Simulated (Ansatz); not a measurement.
Level of theory: DFT PBE, scalar-relativistic, plane waves, PAW in Ansatz. Settings: cutoff 420 eV, Γ-centred meshes spaced at most about 0.3 Å⁻¹, and about 0.25 Å⁻¹ or finer for metals (2π included), Gaussian smearing. No spin polarisation in the final relaxations.

These are static total energies at zero pressure.

Two forms of Ti3Si2 were relaxed alike.

A.

```
Ti Si
1.0
     4.30785    0.00000    0.00000
    -2.15392    3.73071    0.00000
     0.00000    0.00000    5.28565
Ti Si
3 2
Direct
  0.33333 0.66667 0.68239
  0.66667 0.33333 0.31761
  0.00000 0.00000 0.00000
  0.33333 0.66667 0.20075
  0.66667 0.33333 0.79925
```

B.

```
Ti Si
1.0
     4.54899    0.00000    0.00000
     0.00000    4.54899    0.00000
     0.00000    0.00000    4.54899
Ti Si
3 2
Direct
  0.00000 0.50000 0.50000
  0.50000 0.00000 0.50000
  0.50000 0.50000 0.00000
  0.50000 0.50000 0.50000
  0.00000 0.00000 0.00000
```

Task: Which is lower in energy, and by how much?

Result: A is lower, by 0.62 eV/atom. A has space group P-3m1 (No. 164), 17.0 Å³/atom and no gap on its mesh; B has space group Pm-3m (No. 221), 18.8 Å³/atom and no gap. Counting Si atoms around Ti (those within 1.25 times the shortest such distance or 1.15 times the sum of covalent radii, 1.27 where that leaves under three; a plus sign parts nearer from farther groups; a slash parts the counts of unlike sites), A has Ti 5/6 and B has Ti 2+4. The denser one is the lower, and pressure would at first widen the difference. In A, around Ti on a site of symmetry 3m lie 4 Si at 2.55–2.56 Å, 1 Si at 2.74 Å and 6 Ti at 3.00–3.15 Å; Ti on a site of symmetry -3m is surrounded by 6 Si at 2.70 Å and 6 Ti at 3.00 Å; around Si lie 8 Ti at 2.55–2.74 Å and 3 Si at 3.27 Å. In B, Ti has 2 Si at 2.27 Å, 4 Si at 3.22 Å and 8 Ti at 3.22 Å; Si on its first site is surrounded by 6 Ti at 2.27 Å; around Si on its second site lie 12 Ti at 3.22 Å. Both come from invented guesses. A third cell relaxed alike, in P6_3/m, lies 14 meV/atom below the lower of the two.

Cells relaxed within their symmetry can be saddle points.

The preference for A by 0.62 eV/atom is most plausibly a matter of atomic size. B is an antiperovskite arrangement, whose octahedral centre suits small atoms such as carbon or nitrogen. Silicon is too large for it, so the Ti–Si contacts there are squeezed to 2.27 Å, while the second silicon sits in a cage of titanium at 3.22 Å, too far for strong bonding. One lattice parameter sets both distances, so the cell cannot relieve the compression without loosening the cage further. A, a CsCl derivative with ordered vacancies on the silicon sublattice, avoids this conflict: every silicon has titanium neighbours at 2.55–2.74 Å, which favours Ti 3d–Si 3p overlap and also allows closer Ti–Ti contacts.

The gap is large enough that the order of A and B is probably robust, but A is not the ground state, since the P6_3/m cell lies lower. That margin of 14 meV/atom is small enough for vibrational contributions or a different functional to reverse it. Stability against decomposition into neighbouring titanium silicides remains untested.
